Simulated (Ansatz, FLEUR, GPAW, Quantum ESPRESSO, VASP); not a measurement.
## Ni: 9 runs at one level of theory

```
Ni
1.0
     0.00000    1.73757    1.73757
     1.73757    0.00000    1.73757
     1.73757    1.73757    0.00000
Ni
1
Direct
  0.00000 0.00000 0.00000
```

Alike in all runs: task band structure; functional PBE; k mesh 13 × 13 × 13; occupations fermi-dirac, width 0.05 eV; collinear spin, ferromagnetic start; no spin-orbit coupling. Pressure is positive in compression and, in plane waves, holds the error of the finite cutoff.

```csv
program and potentials,plane-wave cutoff (eV),notes,pressure (GPa),net moment per atom (μB)
"FLEUR, all-electron, FLAPW",-,-,-,0.63
"GPAW, GPAW PAW data sets (gpaw-data 1.2.1)",600,16 valence electrons an atom on average; this data set often lies off other programs,10.56,0.63
"VASP, PBE PAW files Ni, 500 eV",500,10 valence electrons an atom on average,7.97,0.62
"VASP, PBE PAW files Ni_sv_GW, 600 eV",600,18 valence electrons an atom on average,4.33,0.63
"VASP, PBE PAW files Ni_pv, 520 eV",520,16 valence electrons an atom on average,5.76,0.63
"VASP, PBE PAW files Ni_GW, 550 eV",550,10 valence electrons an atom on average,6.87,0.63
"Quantum ESPRESSO, PseudoDojo 0.4.1 SR PBE standard",1333,18 valence electrons an atom on average,8.27,0.63
"Ansatz, all-electron LAPW, scalar-relativistic",-,-,8.06,0.63
"VASP, PBE PAW files Ni, release 54, 520 eV",520,10 valence electrons an atom on average,7.95,0.62
```

The pressure spans 4.33 (VASP, PBE PAW files Ni_sv_GW, 600 eV) to 10.56 GPa (GPAW, GPAW PAW data sets (gpaw-data 1.2.1)), with all-electron results at 8.06. The net moment per atom spans 0.62 (VASP, PBE PAW files Ni, 500 eV) to 0.63 μB (GPAW, GPAW PAW data sets (gpaw-data 1.2.1)), with all-electron results at 0.63. The state is the one that the start led to, which needn't be the lowest. The pressure on the cell as given of VASP, PBE PAW files Ni_sv_GW, 600 eV lies far from the others; the cause wasn't traced.

Differences between rows come from potentials, basis sets and numerical settings, since the functional is the same but for its coding. Runs on potential files found faulty are left out.
